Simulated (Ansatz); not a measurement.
# AlAs: the cost of one run

Program: Ansatz 0.2.0. Level of theory: DFT PBE, plane waves, PAW, scalar-relativistic, no spin polarisation. These are calculated values, not measurements.

## Step 1: The structure to begin with

The cell holds 16 atoms (Al8As8): a = 8.027 Å, b = 8.027 Å, c = 16.735 Å, α = 90.00°, β = 90.00°, γ = 60.00°.

Structure file:

```xyz
16
Lattice="8.0268 0.0000 0.0000 4.0134 6.9514 0.0000 0.0000 0.0000 16.7346" Properties=species:S:1:pos:R:3 pbc="T T T"
Al    0.0000    0.0000    1.0000
As    0.0000    0.0000    3.4577
Al    2.0067    3.4757    1.0000
As    2.0067    3.4757    3.4577
Al    4.0134    0.0000    1.0000
As    4.0134    0.0000    3.4577
Al    6.0201    3.4757    1.0000
As    6.0201    3.4757    3.4577
Al    8.0268    4.6343    4.2769
As    8.0268    4.6343    6.7346
Al    6.0201    1.1586    4.2769
As    6.0201    1.1586    6.7346
Al    4.0134    4.6343    4.2769
As    4.0134    4.6343    6.7346
Al    2.0067    1.1586    4.2769
As    2.0067    1.1586    6.7346
```

## Step 2: Preparing the start

Input file input.yaml:

```yaml
accuracy: low
crystal:
  lattice:
    - [8.026796, 0.0, 0.0]
    - [4.013398, 6.951409, 0.0]
    - [0.0, 0.0, 16.73462]
  atoms:
    - { symbol: Al, position: [0.0, 0.0, 0.0597564] }
    - { symbol: As, position: [0.0, 0.0, 0.2066192] }
    - { symbol: Al, position: [0.0, 0.5, 0.0597564] }
    - { symbol: As, position: [0.0, 0.5, 0.2066192] }
    - { symbol: Al, position: [0.5, 0.0, 0.0597564] }
    - { symbol: As, position: [0.5, 0.0, 0.2066192] }
    - { symbol: Al, position: [0.5, 0.5, 0.0597564] }
    - { symbol: As, position: [0.5, 0.5, 0.2066192] }
    - { symbol: Al, position: [0.6666667, 0.6666667, 0.2555735] }
    - { symbol: As, position: [0.6666667, 0.6666667, 0.4024364] }
    - { symbol: Al, position: [0.6666667, 0.1666667, 0.2555735] }
    - { symbol: As, position: [0.6666667, 0.1666667, 0.4024364] }
    - { symbol: Al, position: [0.1666667, 0.6666667, 0.2555735] }
    - { symbol: As, position: [0.1666667, 0.6666667, 0.4024364] }
    - { symbol: Al, position: [0.1666667, 0.1666667, 0.2555735] }
    - { symbol: As, position: [0.1666667, 0.1666667, 0.4024364] }
basis:
  ecutwfc: 420.0
kpoints:
  mp_grid: { grid: [2, 2, 1] }
hamiltonian:
  xc: pbe
  pseudopotentials: { kind: paw, azcp: { folder: soft_1 } }
scf:
  occupations: { method: fermi_dirac, width: 0.05 }
  lower_state_search: "off"
relax:
  f_tol: 0.08
  max_steps: 25
  adjacent_minimum: "off"
  constraints: [{ sites: [0, 2, 4, 6] }]
output:
  write_density: true
  write_potential: true
  elf: true
  volumetric_format: npy
```

Launch:

```sh
$ ansatz run input.yaml --threads 2 --pin off --max-ram 5120MiB --backend cpu --events-out ev --progress --plain --runs-dir out
```

What time and memory should one allow on 2 threads of Arm Neoverse V2, shared host?

About 14 s, with a peak of 1.2 GiB.
